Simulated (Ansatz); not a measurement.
# Se (Selenium): levels at named points

An exercise on one series of results from a longer session: the logs are not shown, and one member is left open.

Computed with Ansatz 0.2.0 (DFT PBE+D3(BJ), scalar-relativistic, plane waves, PAW, unless a step's input says otherwise).

That is the level of the relaxation; later steps name their own.

## The starting structure

It takes space group P3_121 (No. 152, trigonal). Conventional cell: a = 4.068 Å, b = 4.068 Å, c = 5.128 Å, α = 90.00°, β = 90.00°, γ = 120.00°. Se (site symmetry 2) is surrounded by 2 Se at 2.44 Å.

As a file:

```cif
data_structure
_symmetry_space_group_name_H-M 'P 1'
_symmetry_Int_Tables_number 1
_cell_length_a 4.0681
_cell_length_b 4.0681
_cell_length_c 5.1277
_cell_angle_alpha 90.000
_cell_angle_beta 90.000
_cell_angle_gamma 120.000
_cell_volume 73.49
loop_
_atom_site_label
_atom_site_type_symbol
_atom_site_fract_x
_atom_site_fract_y
_atom_site_fract_z
_atom_site_occupancy
Se1 Se 0.24735 0.00000 0.33333 1
Se2 Se 0.00000 0.24735 0.66667 1
Se3 Se 0.75265 0.75265 0.00000 1
```

It is the result of an earlier relaxation at this level (volume 24.50 Å³/atom; gap on the mesh: 0.52 eV).

The first run:

File input.yaml:

```yaml
crystal:
  lattice:
    - [4.0681465738, 0.0, 0.0]
    - [-2.0340732869, 3.5231182793, 0.0]
    - [0.0, 0.0, 5.1277306233]
  atoms:
    - { symbol: Se, position: [0.2473450698, 0.0, 0.3333333333] }
    - { symbol: Se, position: [0.0, 0.2473450698, 0.6666666667] }
    - { symbol: Se, position: [0.7526549302, 0.7526549302, 0.0] }
basis:
  ecutwfc: 420
kpoints:
  mp_grid: { grid: [12, 12, 8] }
  band_path: { path: [VBM, CBM], npoints: 2 }
hamiltonian:
  xc: pbe
  dispersion: d3bj
scf:
  occupations: { method: gaussian, width: 0.02 }
output:
  forces: true
  stress: true
  eigenvalues: true
```

On the command line:

```sh
> ansatz run input.yaml --threads 4 --pin off --max-ram 10240MiB --backend cpu --events-out ev --progress --plain --runs-dir out
```

Steps of the session up to this table: Band edges over the whole zone; Levels with PBE+D3(BJ), 250 eV and coarse mesh; The run at LDA; The run at PBE0; The run at Hartree-Fock.

One table of the session follows, with a row left open; its other results are not shown here.

| level | gap (eV) | least direct gap (eV) |
| --- | --- | --- |
| PBE+D3(BJ), 250 eV and coarse mesh | 0.45 | 0.52 |
| LDA | ? | ? |
| PBE0 | 1.72 | 1.81 |
| Hartree-Fock | 6.85 | 6.99 |

**Question.** Estimate the row for LDA.

**Answer.** gap (eV): 0.39; least direct gap (eV): 0.45. In the column «gap (eV)» it is the lowest.

Gaps are by band count over the mesh and the named points; a gap of 0 means that the bands overlap or touch.

Caveats from the session: Warnings in the runs' records: cutoff below recommended.
